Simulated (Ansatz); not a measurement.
# Ca (sc type): a single-point run

The task is a single-point run on Ca (sc type).

Method: DFT, PBE, all-electron LAPW, scalar-relativistic, in Ansatz 0.2.0.

## 1. The starting structure

Symmetry: Pm-3m, No. 221, cubic system. Conventional cell: a = 3.127 Å, b = 3.127 Å, c = 3.127 Å, α = 90.00°, β = 90.00°, γ = 90.00°. Ca (site symmetry m-3m) has 6 Ca at 3.13 Å as nearest neighbours.

Coordinates:

```xyz
1
Lattice="3.1273 0.0000 0.0000 0.0000 3.1273 0.0000 0.0000 0.0000 3.1273" Properties=species:S:1:pos:R:3 pbc="T T T"
Ca    0.0000    0.0000    0.0000
```

## 2. Input and run

Contents of input.yaml:

```yaml
crystal:
  lattice:
    - [3.1273393674, 0.0, 0.0]
    - [0.0, 3.1273393674, 0.0]
    - [0.0, 0.0, 3.1273393674]
  atoms:
    - { symbol: Ca, position: [0.0, 0.0, 0.0], spin: 2.0 }
kpoints:
  mp_grid: { grid: [12, 12, 12] }
scf:
  occupations: { method: fermi_dirac, width: 0.1 }
  max_iter: 60
hamiltonian:
  xc: pbe
  pseudopotentials: { kind: all_electron, lapw: { basis_error: 0.001 } }
output:
  forces: true
  stress: true
  eigenvalues: true
  populations: true
```

Run with:

```
$ ansatz run input.yaml --threads 1 --pin off --max-ram 2048MiB --backend cpu --events-out ev --progress --plain --runs-dir out
```

**Question.** How will this run end, and is anything wrong with its input?

The program refused the input before any cycle. The line that matters: «inconsistent input (magnetization.spin_polarized): false but per-atom `spin:`, `per_species`, `initial_magnetization`, `magnetic_field`, or `spin_locking` is set»

Starting moments are given, but spin polarisation is off.

Remedy: switch spin polarisation on, or remove the moments.
